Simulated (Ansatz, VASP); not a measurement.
One calculation of C, two programs

```xyz
4
Lattice="2.4700 0.0000 0.0000 -1.2350 2.1391 0.0000 0.0000 0.0000 6.7900" Properties=species:S:1:pos:R:3 pbc="T T T"
C     0.0000    0.0000    0.0000
C     0.0000    0.0000    3.3950
C     0.0000    1.4261    0.0340
C     1.2350    0.7130    3.4289
```

This is a stacking variant of graphite.

Alike in both runs: task single point; functional PBEsol; k mesh 12 × 12 × 4; no spin polarisation.

```csv
,VASP,Ansatz
version,VASP 6.6.1,Ansatz 0.2.0
potentials or method,"VASP PAW PBE potentials, release 64 (C)","plane waves, PAW"
plane-wave cutoff (eV),520,420
occupations,"fermi-dirac, width 0.1 eV",fermi-dirac
valence electrons in the cell,16,16
```

VASP gave:

```
pressure (GPa)                                  : -2.8
largest component of the traceless stress (GPa) : 3.53
```

Task: What did Ansatz give for the same quantities?

Result: Pressure (GPa): -3.4; largest component of the traceless stress (GPa): 4.27.

Caveats: the PAW data sets were made with another functional, which shifts forces and pressure a little (VASP); this functional lacks dispersion, which binds the layers, so the pressure and a relaxed spacing across them are unreliable.
